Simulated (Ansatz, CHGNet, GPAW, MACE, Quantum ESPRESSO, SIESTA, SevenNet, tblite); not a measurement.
**AlN/GaN superlattice along [0001] (64 atoms) in Quantum ESPRESSO**

Aim: run AlN/GaN superlattice along [0001] (64 atoms) in Quantum ESPRESSO and see how near its forces come to a plane-wave reference, and at what cost.

Method: the method is named at each step, in Quantum ESPRESSO 7.5.

**1. Set-up**

The cell holds 64 atoms: 24 Al, 32 N and 8 Ga. Cell: a = 6.378 Å, b = 6.378 Å, c = 19.950 Å, α = 90.0°, β = 90.0°, γ = 120.0°. Wurtzite lattice with in-plane constant 3.189 Å; 3 periods of AlN and 1 of GaN along [0001], 2 x 2 in-plane cells; the two parts stretched along z by 0.9492 and 1.0; every coordinate displaced by a Gaussian of 0.02 Å. Then every atom was moved at random, 0.02 Å r.m.s. a Cartesian component. Regions: AlN, 48 atoms (24 Al and 24 N); GaN, 16 atoms (8 Ga and 8 N). The structure's axis is c.

The yardstick, on the same geometry:

```
method                                           : Kohn-Sham DFT, PBE, PAW, plane waves (Ansatz 0.2.0); cutoff 420 eV, Γ point, fermi-dirac smearing of 0.05 eV; PAW set soft_2
r.m.s. force component                           : 0.9235 eV/Å
longest force                                    : 5.011 eV/Å
pressure                                         : 1.369 GPa
gap (highest filled to lowest empty level) : 2.522 eV
SCF cycles                                       : 10
time                                             : 12 s on 4 threads of Arm Neoverse N1, shared host
CPU time                                         : 43 s
```

**2. PBE, gbrv-1.5, 40/200 Ry**

Method: Kohn-Sham DFT, PBE, GBRV 1.5 ultrasoft pseudopotentials, plane waves.

File pw.in:

```
&control
  calculation = 'scf'
  pseudo_dir = './pseudo'
  outdir = './tmp'
  disk_io = 'none'
  tprnfor = .true.
  tstress = .true.
/
&system
  ibrav = 0
  nat = 64
  ntyp = 3
  ecutwfc = 40
  ecutrho = 200
  nosym = .true.
  occupations = 'smearing'
  smearing = 'fd'
  degauss = 0.003675
/
&electrons
  conv_thr = 3.2e-07
  electron_maxstep = 100
  mixing_beta = 0.2
  mixing_mode = 'local-TF'
  diagonalization = 'david'
/
ATOMIC_SPECIES
Al 26.982 Al.upf
N 14.007 N.upf
Ga 69.723 Ga.upf
CELL_PARAMETERS angstrom
6.37800 0.00000 0.00000
-3.18900 5.52351 0.00000
0.00000 0.00000 19.94981
ATOMIC_POSITIONS crystal
Al 0.99871 0.00201 0.00054
N 0.16398 0.33772 0.03082
Al 0.16888 0.33161 0.12295
N 0.99743 0.99625 0.15316
Al 0.00416 0.00401 0.24794
N 0.16819 0.33212 0.27621
Al 0.15886 0.32775 0.36867
N 0.99796 0.99402 0.39922
Al 0.00202 0.00039 0.49522
N 0.16729 0.33062 0.52390
Al 0.15883 0.32859 0.61796
N 0.00081 0.99426 0.64907
Ga 0.00006 0.99758 0.74114
N 0.16808 0.33703 0.77369
Ga 0.17487 0.33729 0.87094
N 0.99707 0.99781 0.90068
Al 0.98960 0.49568 0.99934
N 0.16771 0.82851 0.02992
Al 0.16907 0.83517 0.12252
N 0.00640 0.49687 0.15087
Al 0.00074 0.50339 0.24697
N 0.16941 0.82886 0.27529
Al 0.16433 0.84113 0.36878
N 0.99909 0.50087 0.39979
Al 0.99362 0.48994 0.49478
N 0.17780 0.84122 0.52323
Al 0.15426 0.82264 0.61585
N 0.00262 0.50842 0.65037
Ga 0.00060 0.49805 0.73835
N 0.16493 0.83000 0.77239
Ga 0.17248 0.84192 0.87073
N 0.00346 0.50053 0.90145
Al 0.50237 0.00662 0.99719
N 0.66851 0.34035 0.02883
Al 0.66025 0.33330 0.12624
N 0.49968 0.00002 0.15172
Al 0.49561 0.99757 0.24615
N 0.66555 0.33251 0.27604
Al 0.66177 0.33826 0.37110
N 0.49336 0.00221 0.39965
Al 0.50046 0.00111 0.49064
N 0.66920 0.33164 0.52331
Al 0.66167 0.32972 0.61856
N 0.49356 0.99534 0.64558
Ga 0.50312 0.00279 0.74086
N 0.67294 0.33306 0.77341
Ga 0.66466 0.32983 0.86939
N 0.50952 0.00533 0.90171
Al 0.50293 0.49969 0.99866
N 0.66093 0.82909 0.03153
Al 0.65676 0.83036 0.12026
N 0.50351 0.50702 0.15004
Al 0.50923 0.50681 0.24797
N 0.66068 0.83414 0.27569
Al 0.66852 0.83290 0.36839
N 0.49944 0.49366 0.40038
[... 4 atom lines left out ...]
Ga 0.49939 0.50865 0.74080
N 0.67120 0.83367 0.77017
Ga 0.66407 0.83467 0.87180
N 0.51247 0.51335 0.90079
K_POINTS gamma
```

The run is started by

```console
$ OMP_NUM_THREADS=1 mpirun -np 2 pw.x -in pw.in > output.txt
```

The log of the run:

```text
Program PWSCF
     gamma-point specific algorithms are used
     Parallelization info
     sticks:   dense  smooth     PW     G-vecs:    dense   smooth      PW
     Min         996     807    198               113225    81001   10086
     Max         997     808    199               113228    81012   10101
     Sum        1993    1615    397               226453   162013   20187
     bravais-lattice index     =            0
     lattice parameter (alat)  =      12.0527  a.u.
     unit-cell volume          =    4742.8023 (a.u.)^3
     number of atoms/cell      =           64
     number of atomic types    =            3
     number of electrons       =       384.00
     number of Kohn-Sham states=          230
     kinetic-energy cutoff     =      40.0000  Ry
     charge density cutoff     =     200.0000  Ry
     scf convergence threshold =      3.2E-07
     mixing beta               =       0.2000
     number of iterations used =            8  local-TF  mixing
     Exchange-correlation=  SLA  PW   PBX  PBC
                           (   1   4   3   4   0   0   0)
     crystal axes: (cart. coord. in units of alat)
               a(1) = (   1.000000   0.000000   0.000000 )
               a(2) = (  -0.500000   0.866025   0.000000 )
               a(3) = (   0.000000   0.000000   3.127910 )
     reciprocal axes: (cart. coord. in units 2 pi/alat)
               b(1) = (  1.000000  0.577350 -0.000000 )
               b(2) = (  0.000000  1.154701  0.000000 )
               b(3) = (  0.000000 -0.000000  0.319702 )
     PseudoPot. # 1 for Al:
     Pseudo is Ultrasoft + core correction, Zval =  3.0
     PseudoPot. # 2 for N :
     Pseudo is Ultrasoft + core correction, Zval =  5.0
     PseudoPot. # 3 for Ga:
     Pseudo is Ultrasoft + core correction, Zval = 19.0
     atomic species   valence    mass     pseudopotential
     Al                3.00    26.98200     Al( 1.00)
     N                 5.00    14.00700     N ( 1.00)
     Ga               19.00    69.72300     Ga( 1.00)
     No symmetry found
   Cartesian axes
     number of k points=     1  Fermi-Dirac smearing, width (Ry)=  0.0037
                       cart. coord. in units 2pi/alat
        k(    1) = (   0.0000000   0.0000000   0.0000000), wk =   2.0000000
     Dense  grid:   113227 G-vectors     FFT dimensions: (  60,  60, 180)
     Smooth grid:    81007 G-vectors     FFT dimensions: (  50,  50, 160)
     Initial potential from superposition of free atoms
     starting charge     375.9405, renormalised to     384.0000
     Starting wfcs are  320 randomized atomic wfcs
     Self-consistent Calculation
     iteration #  1     ecut=    40.00 Ry     beta= 0.20
     total energy              =   -4238.31516414 Ry
     estimated scf accuracy    <    6398.29972461 Ry
     iteration #  2     ecut=    40.00 Ry     beta= 0.20
     negative rho (up, down):  1.111E-02 0.000E+00
     total energy              =   -4036.58013967 Ry
     estimated scf accuracy    <    4632.22040222 Ry
     iteration #  3     ecut=    40.00 Ry     beta= 0.20
     negative rho (up, down):  6.540E-03 0.000E+00
     total energy              =   -4146.54831467 Ry
     estimated scf accuracy    <      84.22254807 Ry
     iteration #  4     ecut=    40.00 Ry     beta= 0.20
     negative rho (up, down):  2.371E-04 0.000E+00
     total energy              =   -4121.02792685 Ry
     estimated scf accuracy    <      50.54816578 Ry
     iteration #  5     ecut=    40.00 Ry     beta= 0.20
     negative rho (up, down):  2.397E-04 0.000E+00
     total energy              =   -4136.34935756 Ry
     estimated scf accuracy    <     355.68532971 Ry
     iteration #  6     ecut=    40.00 Ry     beta= 0.20
     negative rho (up, down):  2.185E-04 0.000E+00
     total energy              =   -4136.90904716 Ry
     estimated scf accuracy    <     352.65678472 Ry
[...]
negative rho (up, down):  2.089E-04 0.000E+00
[...]
negative rho (up, down):  6.334E-04 0.000E+00
[...]
negative rho (up, down):  1.280E-03 0.000E+00
[...]
negative rho (up, down):  1.737E-03 0.000E+00
[...]
total energy              =   -4131.88357082 Ry
[...]
iteration # 49     ecut=    40.00 Ry     beta= 0.20
     total energy              =   -4131.88357088 Ry
     estimated scf accuracy    <       0.00000101 Ry
     iteration # 50     ecut=    40.00 Ry     beta= 0.20
     total energy              =   -4131.88357080 Ry
     estimated scf accuracy    <       0.00000041 Ry
     iteration # 51     ecut=    40.00 Ry     beta= 0.20
     End of self-consistent calculation
          k = 0.0000 0.0000 0.0000 ( 10094 PWs)   bands (ev):
   -84.2358 -84.2137 -84.2068 -84.2043 -84.2019 -84.1917 -84.1873 -84.1809
   -84.1777 -84.1684 -84.1654 -84.1579 -84.1576 -84.1539 -84.1481 -84.1333
   -84.1200 -84.1177 -84.1080 -84.1067 -84.1065 -84.0996 -84.0932 -84.0884
    -7.4614  -7.1841  -6.9663  -6.6271  -6.5300  -6.3672  -6.2694  -6.2362
    -6.2051  -6.1703  -6.1476  -6.0372  -5.9639  -5.8372  -5.8031  -5.6961
    -5.5381  -5.5194  -5.4438  -5.3115  -5.2336  -5.2189  -5.1683  -5.0204
[...]
12.7273  12.7915  12.8319  12.8608  12.9266  12.9960  13.0113  13.0430
    13.0985  13.1621  13.2180  13.3221  13.4381  13.4438  13.4836  13.5108
    13.5900  13.6262  13.6671  13.7341  13.9375  14.0070  14.0222  14.0950
    15.0925  15.1785  15.2336  16.2054  16.3599  16.3995
     the Fermi energy is     9.9518 ev
!    total energy              =   -4131.88357073 Ry
     estimated scf accuracy    <       0.00000020 Ry
     smearing contrib. (-TS)   =      -0.00000000 Ry
     internal energy E=F+TS    =   -4131.88357073 Ry
     The total energy is F=E-TS. E is the sum of the following terms:
     one-electron contribution =   -8603.69489915 Ry
     hartree contribution      =    4517.94896556 Ry
     xc contribution           =    -670.34937279 Ry
     ewald contribution        =     624.21173565 Ry
     convergence has been achieved in  51 iterations
     Forces acting on atoms (cartesian axes, Ry/au):
     atom    1 type  1   force =     0.00754929   -0.00694779   -0.00506794
     atom    2 type  2   force =     0.01936929   -0.02513228   -0.06506602
     atom    3 type  1   force =    -0.01078514   -0.00402297    0.03636197
     atom    4 type  2   force =     0.00216880    0.00470353   -0.02187459
     atom    5 type  1   force =    -0.00920808   -0.01459057   -0.01267313
     atom    6 type  2   force =     0.00223524    0.00871245   -0.02881312
[...]
atom   62 type  2   force =    -0.02407051    0.01575263    0.03645423
     atom   63 type  3   force =     0.03026139    0.01812240   -0.04888865
     atom   64 type  2   force =    -0.01138558   -0.05678781    0.05257438
     Total force =     0.499482     Total SCF correction =     0.001748
     Computing stress (Cartesian axis) and pressure
          total   stress  (Ry/bohr**3)                   (kbar)     P=       15.33
   0.00005508  -0.00001583  -0.00003714            8.10       -2.33       -5.46
  -0.00001583   0.00007656   0.00000252           -2.33       11.26        0.37
  -0.00003714   0.00000252   0.00018093           -5.46        0.37       26.62
     Message from routine punch:
     Nothing written, as per user request (disk_io='none')
```

Run time: 6 min. Hardware: 2 MPI ranks of Arm Neoverse N1, shared host; peak memory 0.73 GiB; 12 min of CPU time.

Banners, paths, timers and routine set-up lines are dropped from the logs unmarked, and long logs keep their key lines alone; longer cuts are marked.

Against the reference:

| Property | Result |
| --- | --- |
| r.m.s. force component | 0.9268 eV/Å |
| r.m.s. difference of force components | 6.939 meV/Å |
| longest difference of force vectors | 31.17 meV/Å |
| force difference over r.m.s. force | 0.7514 % |
| slope of forces against the reference's | 1.004 |
| correlation of force components | 1 |
| gap (highest filled to lowest empty level) | 2.537 eV |
| gap difference | 0.0149 eV |
| pressure | 1.533 GPa |
| pressure difference | 0.1634 GPa |

Length of the force difference by element (eV/Å):

| element | atoms | mean | most |
| --- | --- | --- | --- |
| Al | 24 | 0.011 | 0.024 |
| Ga | 8 | 0.010 | 0.018 |
| N | 32 | 0.011 | 0.031 |

Levels nearest the highest filled one (eV from it): -1.35, -1.32, -1.15, -1.10, -1.10, -0.99, -0.98, -0.54, -0.52, -0.45, -0.04, 0.00, 2.54, 3.44, 3.60, 3.69, 3.73, 3.82, 3.89, 3.97, 4.01, 4.07, 4.11, 4.14.

Local excerpt of 9 atoms (numbers count through the whole input) about N28, which bears the longest force; x, y, z are measured from there.

| atom | x | y | z | distance (Å) | bonds | Fx | Fy | Fz (eV/Å) |
| --- | --- | --- | --- | --- | --- | --- | --- | --- |
| N28 | 0.00 | 0.00 | 0.00 | 0.00 | 4 | 0.08 | -1.31 | -4.83 |
| Ga29 | 0.02 | -0.06 | 1.76 | 1.76 | 4 | -0.04 | 0.21 | 4.27 |
| Al27 | -0.03 | 1.74 | -0.69 | 1.87 | 4 | 0.87 | 1.25 | 1.06 |
| Al11 | 1.57 | -0.99 | -0.65 | 1.97 | 4 | 0.98 | 0.38 | 1.15 |
| Al43 | -1.60 | -0.99 | -0.63 | 1.99 | 4 | -0.04 | -0.07 | 0.36 |
| N30 | 0.01 | 1.78 | 2.43 | 3.01 | 4 | 0.34 | 0.46 | 0.25 |
| N46 | -1.54 | -0.97 | 2.45 | 3.06 | 4 | -0.74 | 0.00 | -0.42 |
| N14 | 1.60 | -0.95 | 2.46 | 3.08 | 4 | 0.27 | -0.30 | -0.33 |
| N12 | -1.56 | 2.68 | -0.03 | 3.10 | 4 | -0.70 | 0.61 | -3.23 |

Forces lie 0.75 % from the reference's, at 17 times its CPU time (on 2 against 4 cores).

Further runs of this program without a result: QE PBE, sssp-1.3.0-efficiency, 60/480 Ry (cut off at its time limit); QE PBE, sssp-1.3.0-efficiency, 60/480 Ry, paro (cut off at its time limit).

**3. What came out**

| Item | Value |
| --- | --- |
| force difference from the reference | QE PBE, gbrv-1.5, 40/200 Ry, 0.75 % |
| its CPU time | 12 min |

What this shows: PBE on plane waves or a grid with other potentials, cutoffs or grids differs from the reference by 0.75 % (QE PBE, gbrv-1.5, 40/200 Ry) of the r.m.s. force; this holds the reference's own error, so differences of a few per cent don't tell which side is nearer the exact PBE result (QE's 40 Ry are 544 eV, against the reference's 420 eV). PBE gaps agree with the reference's 2.52 eV within 0.015 eV. These are spacings on the run's k-points, which needn't hold the band edges. The potentials hold different valence shells: 336 electrons in the reference, 384 in Quantum ESPRESSO with GBRV; this bears on time and differences. The cell is under 6 Å thick along two periodic directions, so every atom has periodic images of itself close by, which move with it and show among its neighbours and in g(r). The host structure and its lattice constant were typed by rule, without a check against the phase diagram. The electronic-structure runs sample only Γ, in a cell whose shortest periodic width is 6 Å.

[Also dropped from logs without a mark: logging warnings of Python, and SIESTA's first energy breakdown and zero terms.]

[Logs are printed without paths, hosts, clocks, repeated set-up lines and the standing remarks that a program may print on its own settings, such as how far it seeks lower states.]

[Hosts, paths, dates, database ids (printed as entryN), source tags and the programs' standing remarks are cut or masked in the printed files.]
